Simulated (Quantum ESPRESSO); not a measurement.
# Rb under changes of volume

One of the cells (88.043 Å³/atom); the others are scaled copies at fixed shape and fractional positions:

```
Rb
1.0
    -2.80250    2.80250    2.80250
     2.80250   -2.80250    2.80250
     2.80250    2.80250   -2.80250
Rb
1
Direct
  0.00000 0.00000 0.00000
```

| Property | Result |
| --- | --- |
| Program | Quantum ESPRESSO 7.5 |
| Functional | PBE |
| Dispersion | D3(BJ) |
| Potentials or basis | PseudoDojo 0.4.1 SR PBE standard |
| Cutoff | 626 eV |
| Density cutoff | 2503 eV |
| k mesh | 7 × 7 × 7 |
| Occupations | fermi-dirac, width 0.05 eV |
| Spin | no spin polarisation |

| volume (Å³/atom) | energy over the lowest point (meV/atom) | pressure (GPa) |
| --- | --- | --- |
| 82.761 | 0.91 | 0.1 |
| 84.522 | 0.07 | 0.0 |
| 86.283 | 0.00 | 0.0 |
| 88.043 | ? | ? |
| 89.804 | 1.86 | -0.1 |
| 91.565 | 3.67 | -0.2 |
| 93.326 | 6.00 | -0.2 |

Problem. What does the run at 88.043 Å³/atom give?

Solution. Energy over the lowest point 0.62 meV/atom; pressure -0.1 GPa.

Worked out: A Birch-Murnaghan fit of order 3 (a polynomial in V^(-2/3)) to the other rows has its minimum at 85.58 Å³/atom with B0 = V·E''(V) = 3.2 GPa and B' = 3.8. It gives 0.62 meV/atom at 88.043 Å³/atom, against the run's 0.62, and -dE/dV = -0.1 GPa, against -0.1.

Energies are extrapolated to zero smearing.

Caveats: pairwise dispersion overbinds metals, which lowers pressure and volume.
